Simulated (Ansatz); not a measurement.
# CdTe: the cost of one run

Computed with Ansatz 0.2.0 (DFT PBE, scalar-relativistic, plane waves, PAW, unless a step's input says otherwise).

The COD entry's cell or inner coordinates are ideal or old and differ from later refinements, so a difference from it is no clean test against experiment.

3 further runs of the same task are left out: 3 set aside as unsound or not needed.

### Step 1. The structure to begin with

The structure is cubic, space group F-43m (No. 216). The conventional cell has a = 6.619 Å, b = 6.619 Å, c = 6.619 Å, α = 90.00°, β = 90.00°, γ = 90.00°. Around Cd (site symmetry -43m) lie 4 Te at 2.87 Å. Te (site symmetry -43m) has 4 Cd at 2.87 Å as nearest neighbours.

Coordinates:

```cif
data_structure
_symmetry_space_group_name_H-M 'F-43m'
_symmetry_Int_Tables_number 216
_cell_length_a 6.6185
_cell_length_b 6.6185
_cell_length_c 6.6185
_cell_angle_alpha 90.000
_cell_angle_beta 90.000
_cell_angle_gamma 90.000
_cell_volume 289.92
loop_
_atom_site_label
_atom_site_type_symbol
_atom_site_symmetry_multiplicity
_atom_site_Wyckoff_symbol
_atom_site_fract_x
_atom_site_fract_y
_atom_site_fract_z
_atom_site_occupancy
Cd1 Cd 4 a 0.00000 0.00000 0.00000 1
Te1 Te 4 c 0.25000 0.25000 0.25000 1
```

It is the result of an earlier relaxation at this level (volume 36.24 Å³/atom; gap on the mesh: 0.59 eV).

### Step 2. The cell under 9 GPa

At a set pressure the run lowers the enthalpy E + PV, so the energy alone may rise along the way.

input.yaml

```yaml
crystal:
  lattice:
    - [0.0, 3.3092645821, 3.3092645821]
    - [3.3092645821, 0.0, 3.3092645821]
    - [3.3092645821, 3.3092645821, 0.0]
  atoms:
    - { symbol: Cd, position: [0.0, 0.0, 0.0] }
    - { symbol: Te, position: [0.75, 0.75, 0.75] }
basis:
  ecutwfc: 420
kpoints:
  mp_grid: { grid: [10, 10, 10] }
hamiltonian:
  xc: pbe
scf:
  occupations: { method: fixed }
output:
  forces: true
  stress: true
  eigenvalues: true
relax:
  adjacent_minimum: "off"
  f_tol: 0.001
  max_steps: 60
  cell: { stress_tol: 0.02, p_target: 9.0 }
```

Started as:

```bash
$ ansatz run input.yaml --threads 1 --pin off --max-ram 3072MiB --backend cpu --events-out ev --progress --plain --runs-dir out
```

**Question.** How long does this run take on 1 thread of Intel Xeon at 2.50GHz (Skylake/Cascade Lake), shared host, and how much memory does it need?

About 2.1 min, with a peak of 0.43 GiB.
